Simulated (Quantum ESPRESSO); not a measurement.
PtS2:

```xyz
3
Lattice="3.5432 0.0000 0.0000 -1.7716 3.0685 0.0000 0.0000 0.0000 5.0388" Properties=species:S:1:pos:R:3 pbc="T T T"
Pt    0.0000    0.0000    0.0000
S     1.7716    1.0228    3.8950
S     0.0000    2.0457    1.1438
```

Base run:

* Program: Quantum ESPRESSO 7.5
* Functional: PBEsol
* Potentials or basis: GBRV 1.5 PBEsol
* Cutoff: 612 eV
* Density cutoff: 4898 eV
* k mesh: 9 × 9 × 5
* Occupations: fermi-dirac, width 0.05 eV
* Spin: no spin polarisation
* Hubbard terms: Pt d U = 8 eV

Its results: band gap on the k mesh 0.76 eV, indirect (least direct gap 0.91 eV); pressure 7.0 GPa; largest force 1.088 eV/Å.

Question: The run is repeated on the same cell with these changes: hubbard terms from Pt d U = 8 eV to none. What comes out?

Answer: Band gap on the k mesh 0.95 eV, indirect (least direct gap 0.99 eV); pressure 6.0 GPa; largest force 0.940 eV/Å.

Caveats: spin-orbit coupling is left out, which moves the levels of the heavy elements; an odd mesh through Γ misses points on the zone boundary, where band edges often lie; forces of over 1 eV/Å show positions far from the minimum, so gaps and moduli don't describe the material at rest (some runs).

Not every run made on this cell is shown here.
